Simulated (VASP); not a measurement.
# BeS (F-43m) in VASP: a series of runs

The runs below take BeS through single point, relaxation of cell and atoms, with PBEsol.

Program: VASP 6.6.1. These are calculated values, not measurements. Logs are shortened: lines on timing, memory, paths and dates and some standing lists are left out, and cuts for length are marked.

**1. Starting point**

It takes space group F-43m (No. 216, cubic). Conventional cell: a = 4.838 Å, b = 4.838 Å, c = 4.838 Å, α = 90.00°, β = 90.00°, γ = 90.00°. Around Be (site symmetry -43m) lie 4 S at 2.09 Å. Around S (site symmetry -43m) lie 4 Be at 2.09 Å.

**2. Single point, PBEsol**

INCAR

```
SYSTEM = BeS
PREC = Accurate
ENCUT = 520
EDIFF = 1E-7
ISMEAR = 0
SIGMA = 0.02
LREAL = .FALSE.
LASPH = .TRUE.
NELM = 60
ALGO = Fast
ISIF = 2
LWAVE = .FALSE.
LCHARG = .FALSE.
GGA = PS
NBANDS = 11
```

KPOINTS

```
regular mesh
0
G
  8 8 8
  0 0 0
```

POSCAR

```
BeS
1.0
    0.0000000000      2.4189956147      2.4189956147
    2.4189956147      0.0000000000      2.4189956147
    2.4189956147      2.4189956147      0.0000000000
Be S
1 1
Direct
    0.0000000000      0.0000000000      0.0000000000
    0.2500000000      0.2500000000      0.2500000000
```

Potentials or basis: VASP PAW PBE potentials, release 64 (Be, S).

Run with:

```sh
$ cat potpaw_PBE.64/Be/POTCAR potpaw_PBE.64/S/POTCAR > POTCAR
$ mpirun -np 1 vasp_std > vasp.out
```

OUTCAR:

```text
SYSTEM = BeS
   PREC = Accurate
   ENCUT = 520
   EDIFF = 1E-7
   ISMEAR = 0
   LREAL = .FALSE.
   LASPH = .TRUE.
   NELM = 60
   ISIF = 2
   GGA = PS

 ion  position               nearest neighbor table
   1  0.000  0.000  0.000-   2 2.09   2 2.09   2 2.09   2 2.09
   2  0.250  0.250  0.250-   1 2.09   1 2.09   1 2.09   1 2.09

  LATTYP: Found a face centered cubic cell.
 ALAT       =     4.8379912294

  Lattice vectors:

 A1 = (   0.0000000000,   2.4189956147,   2.4189956147)
 A2 = (   2.4189956147,   0.0000000000,   2.4189956147)
 A3 = (   2.4189956147,   2.4189956147,   0.0000000000)

Analysis of symmetry for initial positions (statically):
=====================================================================
 Subroutine PRICEL returns:
 Original cell was already a primitive cell.

 Routine SETGRP: Setting up the symmetry group for a
 face centered cubic supercell.

 Subroutine GETGRP returns: Found 24 space group operations
 (whereof 24 operations were pure point group operations)
 out of a pool of 48 trial point group operations.

The static configuration has the point symmetry T_d .

Analysis of symmetry for dynamics (positions and initial velocities):
=====================================================================
 Subroutine PRICEL returns:
 Original cell was already a primitive cell.

 Routine SETGRP: Setting up the symmetry group for a
 face centered cubic supercell.

 Subroutine GETGRP returns: Found 24 space group operations
 (whereof 24 operations were pure point group operations)
 out of a pool of 48 trial point group operations.

The dynamic configuration has the point symmetry T_d .

 Subroutine INISYM returns: Found 24 space group operations
 (whereof 24 operations are pure point group operations),
 and found     1 'primitive' translations

----------------------------------------------------------------------------------------

                                     Primitive cell

  volume of cell :      28.3097

  direct lattice vectors                    reciprocal lattice vectors
     0.000000000  2.418995615  2.418995615    -0.206697357  0.206697357  0.206697357
     2.418995615  0.000000000  2.418995615     0.206697357 -0.206697357  0.206697357
     2.418995615  2.418995615  0.000000000     0.206697357  0.206697357 -0.206697357

  length of vectors
     3.420976406  3.420976406  3.420976406     0.358010324  0.358010324  0.358010324

  position of ions in fractional coordinates (direct lattice)
     0.000000000  0.000000000  0.000000000
     0.250000000  0.250000000  0.250000000

  ion indices of the primitive-cell ions
   primitive index   ion index
                 1           1
                 2           2

----------------------------------------------------------------------------------------

 KPOINTS: regular mesh

Automatic generation of k-mesh.
 Grid dimensions read from file:
 generate k-points for:    8    8    8

 Generating k-lattice:

  Cartesian coordinates                     Fractional coordinates (reciprocal lattice)
    -0.025837170  0.025837170  0.025837170     0.125000000  0.000000000  0.000000000
     0.025837170 -0.025837170  0.025837170     0.000000000  0.125000000  0.000000000
     0.025837170  0.025837170 -0.025837170     0.000000000  0.000000000  0.125000000

  Length of vectors
     0.044751291  0.044751291  0.044751291

  Shift w.r.t. Gamma in fractional coordinates (k-lattice)
     0.000000000  0.000000000  0.000000000

 Subroutine IBZKPT returns following result:
 ===========================================

 Found     29 irreducible k-points:

 Following reciprocal coordinates:
            Coordinates               Weight
  0.000000  0.000000  0.000000      1.000000
  0.125000  0.000000  0.000000      8.000000
  0.250000  0.000000  0.000000      8.000000
  0.375000  0.000000  0.000000      8.000000
  0.500000  0.000000  0.000000      4.000000
  0.125000  0.125000  0.000000      6.000000
[... 16 lines left out ...]
  0.500000  0.250000  0.125000     48.000000
 -0.375000  0.250000  0.125000     24.000000
 [... further k-points ...]
   k-points           NKPTS =     29   k-points in BZ     NKDIM =     29   number of bands    NBANDS=     11
   number of dos      NEDOS =    301   number of ions     NIONS =      2
   total plane-waves  NPLWV =  21952
   dimension x,y,z NGX =    28 NGY =   28 NGZ =   28
   dimension x,y,z NGXF=    56 NGYF=   56 NGZF=   56
   ions per type =               1   1
   NGX,Y,Z   is equivalent  to a cutoff of  13.61, 13.61, 13.61 a.u.
   NGXF,Y,Z  is equivalent  to a cutoff of  27.21, 27.21, 27.21 a.u.
 SYSTEM =  BeS
   PREC   = accura    normal or accurate (medium, high low for compatibility)
   ISTART =      0    job   : 0-new  1-cont  2-samecut
   ICHARG =      2    charge: 1-file 2-atom 10-const
   ISPIN  =      1    spin polarized calculation?
   LNONCOLLINEAR =      F non collinear calculations
   LSORBIT =      F    spin-orbit coupling
   LASPH  =      T    aspherical Exc in radial PAW
   ENCUT  =  520.0 eV  38.22 Ry    6.18 a.u.   6.36  6.36  6.36*2*pi/ulx,y,z
   NELM   =     60;   NELMIN=  2; NELMDL= -5     # of ELM steps
   EDIFF  = 0.1E-06   stopping-criterion for ELM
   LREAL  =      F    real-space projection
   EDIFFG = 0.1E-05   stopping-criterion for IOM
   NSW    =      0    number of steps for IOM
   IBRION =     -1    ionic relax: 0-MD 1-quasi-New 2-CG
   NFREE  =      0    steps in history (QN), initial steepest desc. (CG)
   ISIF   =      2    stress and relaxation
   ISYM   =      2    0-nonsym 1-usesym 2-fastsym
   POTIM  = 0.5000    time-step for ionic-motion
   TEBEG  =    0.0;   TEEND  =   0.0 temperature during run
   PSTRESS=    0.0 pullay stress
   NELECT =       8.0000    total number of electrons
   NUPDOWN=      -1.0000    fix difference up-down
   EMIN   =  10.00;   EMAX   =-10.00  energy-range for DOS
   EFERMI =   0.00;   METHOD = LEGACY
   ISMEAR =     0;   SIGMA  =   0.02  broadening in eV -4-tet -1-fermi 0-gaus
   EFERMI_NEDOS =   21; number of points for ismear=-14 and -15
   IALGO  =     68    algorithm
   IMIX   =      4    mixing-type and parameters
     AMIX     =   0.40;   BMIX     =  1.00
     AMIX_MAG =   1.60;   BMIX_MAG =  1.00
  volume/ion in A,a.u.               =      14.15        95.52
  Fermi-wavevector in a.u.,A,eV,Ry     =   1.074302  2.030137 15.702823  1.154125
  Thomas-Fermi vector in A             =   2.210126
   LORBIT       =      0    0 simple, 1 ext, 2 COOP (PROOUT), +10 PAW based schemes
   GGA     = PS    functional components
   LHFCALC =     F    Hartree Fock is set to
   AEXX    =    0.0000 exact exchange contribution
   IVDW    =     0    specifies the selected vdW correction
   LEPSILON=     F    determine dielectric tensor
   LRPA    =     F    only Hartree local field effects (RPA)
 non-spin polarized calculation
 RMM-DIIS sequential band-by-band and
 Gauss-broadening in eV      SIGMA  =   0.02
  energy-cutoff  :      520.00
  volume of cell :       28.31
 maximum number of plane-waves:       778
 NGX is ok and might be reduce to    28
   NGX = 13   NGY = 13   NGZ = 13

 number of electron       8.0000000 magnetization

 Free energy of the ion-electron system (eV)
  ---------------------------------------------------
  ext. energy  EPLUGINS =         0.00000000
  ---------------------------------------------------
  free energy    TOTEN  =       -10.56411281 eV

  energy without entropy =      -10.56411281  energy(sigma->0) =      -10.56411281

 E-fermi :   4.4022     XC(G=0):  -9.9315

 val. band max:        4.2217222598   @ k =   0.0000   0.0000   0.0000
 cond. band min:       7.1329746170   @ k =   0.5000   0.5000   0.0000
 fundamental gap:      2.9112523572
 Fermi energy:         4.4021841013

 k-point     1 :       0.0000    0.0000    0.0000
  band No.  band energies     occupation
      1      -9.5466      2.00000
      2       4.2217      2.00000
      3       4.2217      2.00000
      4       4.2217      2.00000
      5       9.8282      0.00000
      6       9.8282      0.00000
      7       9.8282      0.00000
      8       9.9904      0.00000
      9      17.0313      0.00000
     10      17.0313      0.00000
     11      18.9551      0.00000

 k-point     2 :       0.1250    0.0000    0.0000
  band No.  band energies     occupation
      1      -9.3656      2.00000
      2       2.9888      2.00000
      3       4.0172      2.00000
      4       4.0172      2.00000
      5       9.7379      0.00000
      6      10.1907      0.00000
      7      10.1907      0.00000
      8      11.3228      0.00000
      9      16.2994      0.00000
     10      16.2994      0.00000
     11      18.7520      0.00000

 k-point     3 :       0.2500    0.0000    0.0000
  band No.  band energies     occupation
      1      -8.8659      2.00000
      2       0.8439      2.00000
      3       3.6115      2.00000
      4       3.6115      2.00000
      5       9.6942      0.00000
      6      10.7353      0.00000
      7      10.7353      0.00000
      8      13.4270      0.00000
      9      16.0480      0.00000
     10      16.0480      0.00000
     11      18.2922      0.00000
[... 267 lines left out ...]
 k-point    23 :       0.5000    0.2500    0.1250
  band No.  band energies     occupation
      1      -7.8934      2.00000
      2      -0.5752      2.00000
      3       1.4812      2.00000
      4       2.5903      2.00000
      5      10.1081      0.00000
      6      10.9586      0.00000
      7      12.6507      0.00000
      8      13.4634      0.00000
      9      16.8066      0.00000
     10      18.5968      0.00000
     11      20.7139      0.00000

 k-point    24 :      -0.3750    0.2500    0.1250
  band No.  band energies     occupation
      1      -7.6082      2.00000
      2      -1.1460      2.00000
      3       1.3878      2.00000
      4       2.3373      2.00000
      5      10.1872      0.00000
      6      10.7418      0.00000
      7      13.3413      0.00000
      8      14.6768      0.00000
      9      15.6073      0.00000
     10      19.5683      0.00000
     11      20.1399      0.00000

 [... further k-points ...]

------------------------ aborting loop because EDIFF is reached ----------------------------------------

  FORCE on cell =-STRESS in cart. coord.  units (eV):
  Direction    XX          YY          ZZ          XY          YZ          ZX
  --------------------------------------------------------------------------------------
  -------------------------------------------------------------------------------------
  Total        0.0282056      0.0282056      0.0282056      0.0000000      0.0000000      0.0000000
  in kB        1.5962882      1.5962882      1.5962882      0.0000000      0.0000000      0.0000000
  external PRESSURE =       1.5962882 kB  Pullay stress =       0.0000000 kB

 VOLUME and BASIS-vectors are now :
 -----------------------------------------------------------------------------
  energy-cutoff  :      520.00
  volume of cell :       28.31
      direct lattice vectors                 reciprocal lattice vectors
     0.000000000  2.418995615  2.418995615    -0.206697357  0.206697357  0.206697357
     2.418995615  0.000000000  2.418995615     0.206697357 -0.206697357  0.206697357
     2.418995615  2.418995615  0.000000000     0.206697357  0.206697357 -0.206697357

 POSITION                                       TOTAL-FORCE (eV/Angst)
 -----------------------------------------------------------------------------------
      0.00000      0.00000      0.00000         0.000000      0.000000      0.000000
      1.20950      1.20950      1.20950        -0.000000     -0.000000     -0.000000
 -----------------------------------------------------------------------------------
    total drift:                                0.000000      0.000000      0.000000

  FREE ENERGIE OF THE ION-ELECTRON SYSTEM (eV)
  ---------------------------------------------------
  free  energy   TOTEN  =       -10.5641128062 eV

  energy  without entropy=      -10.5641128062  energy(sigma->0) =      -10.56411281
```

Wall time 8.5 s (1 thread of Intel Xeon Platinum 8488C (Sapphire Rapids), shared host); peak memory 0.14 GiB.

What came out:

| Quantity | Value |
| --- | --- |
| Free energy | -10.5641 eV |
| Pressure | 0.2 GPa |
| Band gap on the k mesh | 2.91 eV, indirect (least direct gap 5.61 eV) |

Levels at points of the mesh, in eV from the valence-band top:
```tsv
k point	band 1	band 2	band 3	band 4	band 5	band 6	band 7	band 8	band 9
(0.00, 0.00, 0.00)	-13.77	0.00	0.00	0.00	5.61	5.61	5.61	5.77	12.81
(0.50, 0.00, 0.00)	-12.11	-5.91	-1.05	-1.05	5.40	6.48	6.48	11.01	14.96
(0.50, 0.50, 0.00)	-11.56	-5.11	-2.70	-2.70	2.91	4.80	12.81	12.81	15.50
```

Caveat: the PAW data sets were made with another functional, which shifts forces and pressure a little. A k mesh can miss the band edges.

(Part 1 of 2 ends here.)
